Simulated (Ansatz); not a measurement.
## SnS2: how much do the potentials matter?

SnS2 in CdI2-type (1T) layers, in a typed cell, not relaxed.

```
Sn S
1.0
     1.85000   -3.20429    0.00000
     1.85000    3.20429    0.00000
     0.00000    0.00000    5.90000
Sn S
1 2
Direct
  0.00000 0.00000 0.00000
  0.33333 0.66667 0.25000
  0.66667 0.33333 0.75000
```

Settings of the Ansatz calculation: r2SCAN; k mesh 6×6×4; fixed occupations; no spin. Phonons (finite displacements) are harmonic and in cm⁻¹; i marks an unstable mode. Zone-centre lists hold the optical modes without the non-analytic term.

Caveats: coarse k mesh; PseudoDojo norm-conserving files were made for PBE.

The reference is the run on all-electron PAW datasets (no frozen core) at 310 eV and 23.32 Å³ an atom: top Γ mode (cm⁻¹) 332; lowest Γ mode (cm⁻¹) 194.

**Question.** The same calculation was made on PseudoDojo norm-conserving, Ansatz norm-conserving. How far do the results move?

**Answer.** 
```json
{"potentials": "PseudoDojo norm-conserving", "cutoff (eV)": "980", "top Γ mode (cm⁻¹)": "328", "lowest Γ mode (cm⁻¹)": "187"}
{"potentials": "Ansatz norm-conserving", "cutoff (eV)": "980", "top Γ mode (cm⁻¹)": "332", "lowest Γ mode (cm⁻¹)": "194"}
```

The largest move among the frequencies in the table is 6.4 cm⁻¹, in the lowest Γ mode on PseudoDojo norm-conserving.
